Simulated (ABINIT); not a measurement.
Crystal: Si2W.

```
W Si
1.0
    -1.60690    1.60690    3.91495
     1.60690   -1.60690    3.91495
     1.60690    1.60690   -3.91495
W Si
1 2
Direct
  0.00000 0.00000 0.00000
  0.66530 0.66530 0.00000
  0.33470 0.33470 0.00000
```

Base run:

```yaml
Program: ABINIT 10.8.3 (patched build)
Functional: revPBE
Potentials_or_basis: JTH PAW PBE v2.0
Cutoff: 435 eV
k_mesh: 12 × 12 × 12
Occupations: fermi-dirac, width 0.05 eV
Spin: no spin polarisation
```

Its results: band gap on the k mesh none (metal or under the smearing width); pressure 4.8 GPa; largest force 0.105 eV/Å.

Q: After a change of settings the same cell gave: band gap on the k mesh none (metal or under the smearing width); pressure -2.2 GPa; largest force 0.009 eV/Å. Which change was it?
A. functional from revPBE to RPBE
B. functional from revPBE to PBEsol; k mesh from 12 × 12 × 12 to 7 × 7 × 7
C. functional from revPBE to HCTH407
D. functional from revPBE to rPW86PBE

A: B.

Caveats: some runs use coarse meshes; the PAW data sets were made with another functional, which shifts forces and pressure a little; spin-orbit coupling is left out, which moves the levels of the heavy elements (some runs).

Runs at the PBE level aren't shown here.
